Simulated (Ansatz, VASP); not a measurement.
Cu: VASP beside Ansatz

Contents of INCAR:

```
ALGO = Normal
EDIFF = 1E-6
EDIFFG = -0.01
ENCUT = 600
GGA = RE
IBRION = 2
ISIF = 3
ISMEAR = -1
LASPH = True
LCHARG = False
LREAL = False
LWAVE = False
NELM = 80
NSW = 40
PREC = Accurate
SIGMA = 0.05
```

The input KPOINTS:

```
k-points
0
Gamma
  13 13 13
```

File POSCAR:

```
Cu
1.0
    0.0000000000      1.8075000000      1.8075000000
    1.8075000000      0.0000000000      1.8075000000
    1.8075000000      1.8075000000      0.0000000000
Cu
1
Direct
    0.0000000000      0.0000000000      0.0000000000
```

File input.yaml:

```yaml
crystal:
  lattice:
    - [0.0, 1.8075, 1.8075]
    - [1.8075, 0.0, 1.8075]
    - [1.8075, 1.8075, 0.0]
  atoms:
    - { symbol: Cu, position: [0.0, 0.0, 0.0] }
hamiltonian:
  xc: revpbe
  pseudopotentials: { kind: paw }
kpoints:
  mp_grid: { grid: [13, 13, 13] }
scf:
  occupations: { method: fermi_dirac, width: 0.05 }
output:
  forces: true
  stress: true
  eigenvalues: true
  write_density: true
  write_potential: true
  elf: true
  volumetric_format: npy
relax:
  f_tol: 0.01
  max_steps: 40
  cell: { stress_tol: 0.05 }
```

Alike in both runs: task relaxation of cell and atoms; functional revPBE; k mesh 13 × 13 × 13; occupations fermi-dirac, width 0.05 eV; no spin polarisation.

|  | VASP | Ansatz |
| --- | --- | --- |
| version | VASP 6.6.1 | Ansatz 0.2.0 |
| potentials or method | VASP PAW PBE potentials, release 64 (Cu) | Ansatz PAW |
| plane-wave cutoff (eV) | 600 | 420 |
| valence electrons in the cell | 11 | 19 |

```csv
,VASP,Ansatz,Ansatz less VASP
"gap on the k mesh at the Fermi level, each at its own relaxed structure (eV)",none,none,-
relaxed volume (Å³/atom),12.31,12.25,-0.059
relaxed cell length with the largest relative difference (Å),2.592,2.588,-0.0042
energy change over the relaxation (meV/atom),-9,-7,+1.8
```

A gap of «none» marks a metal or a gap that the smearing closes. The two sets of potentials don't hold the same shells in valence.

Caveats: the PAW data sets were made with another functional, which shifts forces and pressure a little (VASP); the plane-wave basis is chosen anew once the cell has moved, so the energies of steps on either side of that aren't comparable (Ansatz); the PAW data sets come from PBE, with cores solved anew for the run's functional, which leaves a small shift of forces and pressure (Ansatz). revPBE gives volumes clearly too large for solids. Zero-point motion and thermal expansion aren't in these numbers.
